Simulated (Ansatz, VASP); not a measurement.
# Two plane-wave programs on PbSe (Clausthalite)

Contents of INCAR:

```
PREC = Accurate
ENCUT = 520
EDIFF = 1E-7
ISMEAR = -1
SIGMA = 0.05
LREAL = False
LASPH = True
NELM = 60
ALGO = Normal
ISIF = 2
LWAVE = False
LCHARG = False
METAGGA = R2SCAN
LMIXTAU = True
NBANDS = 17
```

File KPOINTS:

```
Automatic mesh
0
Gamma
  8 8 8
```

Contents of POSCAR:

```
PbSe
1.0
    0.0000000000      3.0606500000      3.0606500000
    3.0606500000      0.0000000000      3.0606500000
    3.0606500000      3.0606500000      0.0000000000
Pb Se
1 1
Direct
    0.0000000000      0.0000000000      0.0000000000
    0.5000000000      0.5000000000      0.5000000000
```

File KPOINTS_OPT:

```
path GXWKGLUWLK,UX
20
line-mode
reciprocal
 0.0000000000  0.0000000000  0.0000000000  G
 0.5000000000  0.0000000000  0.5000000000  X

 0.5000000000  0.0000000000  0.5000000000  X
 0.5000000000  0.2500000000  0.7500000000  W

 0.5000000000  0.2500000000  0.7500000000  W
 0.3750000000  0.3750000000  0.7500000000  K

 0.3750000000  0.3750000000  0.7500000000  K
 0.0000000000  0.0000000000  0.0000000000  G

 0.0000000000  0.0000000000  0.0000000000  G
 0.5000000000  0.5000000000  0.5000000000  L

 0.5000000000  0.5000000000  0.5000000000  L
 0.6250000000  0.2500000000  0.6250000000  U

 0.6250000000  0.2500000000  0.6250000000  U
 0.5000000000  0.2500000000  0.7500000000  W

 0.5000000000  0.2500000000  0.7500000000  W
 0.5000000000  0.5000000000  0.5000000000  L

 0.5000000000  0.5000000000  0.5000000000  L
 0.3750000000  0.3750000000  0.7500000000  K

 0.6250000000  0.2500000000  0.6250000000  U
 0.5000000000  0.0000000000  0.5000000000  X
```

The input input.yaml:

```yaml
crystal:
  lattice:
    - [0.0, 3.06065, 3.06065]
    - [3.06065, 0.0, 3.06065]
    - [3.06065, 3.06065, 0.0]
  atoms:
    - { symbol: Pb, position: [0.0, 0.0, 0.0] }
    - { symbol: Se, position: [0.5, 0.5, 0.5] }
hamiltonian:
  xc: r2scan
  pseudopotentials: { kind: paw }
kpoints:
  mp_grid: { grid: [8, 8, 8] }
  band_path:
    path:
      - [[0.0, 0.0, 0.0], [0.5, 0.0, 0.5], [0.5, 0.25, 0.75], [0.375, 0.375, 0.75], [0.0, 0.0, 0.0], [0.5, 0.5, 0.5], [0.625, 0.25, 0.625], [0.5, 0.25, 0.75], [0.5, 0.5, 0.5], [0.375, 0.375, 0.75]]
      - [[0.625, 0.25, 0.625], [0.5, 0.0, 0.5]]
    npoints: 14
scf:
  occupations: { method: fermi_dirac, width: 0.05 }
  n_extra_bands: 6
output:
  forces: true
  stress: true
  eigenvalues: true
  fatbands: true
```

Alike in both runs: task band structure; functional r2SCAN; k mesh 8 × 8 × 8; occupations fermi-dirac, width 0.05 eV; no spin polarisation.

|  | VASP | Ansatz |
| --- | --- | --- |
| version | VASP 6.6.1 | Ansatz 0.2.0 |
| potentials or method | VASP PAW PBE potentials, release 64 (Pb_d, Se) | Ansatz PAW |
| plane-wave cutoff (eV) | 520 | 500 |
| valence electrons in the cell | 20 | 30 |

Ansatz gave:

```
gap on the k mesh at the Fermi level (eV) : 0.57
least direct gap on the mesh (eV)         : 0.57
gap along the band path (eV)              : 0.57
pressure (GPa)                            : 1.5
```

Task: Estimate VASP's values.

Result: gap on the k mesh at the Fermi level (eV): 0.58; least direct gap on the mesh (eV): 0.58; gap along the band path (eV): 0.58; pressure (GPa): 1.5.

The two sets of potentials don't hold the same shells in valence.

Caveats: spin-orbit coupling is left out, which as a rule narrows the gap of such compounds by several tenths of an eV; the PAW data sets were made with another functional, which shifts forces and pressure a little (VASP); the PAW data sets come from PBE, with cores solved anew for the run's functional, which leaves a small shift of forces and pressure (Ansatz).
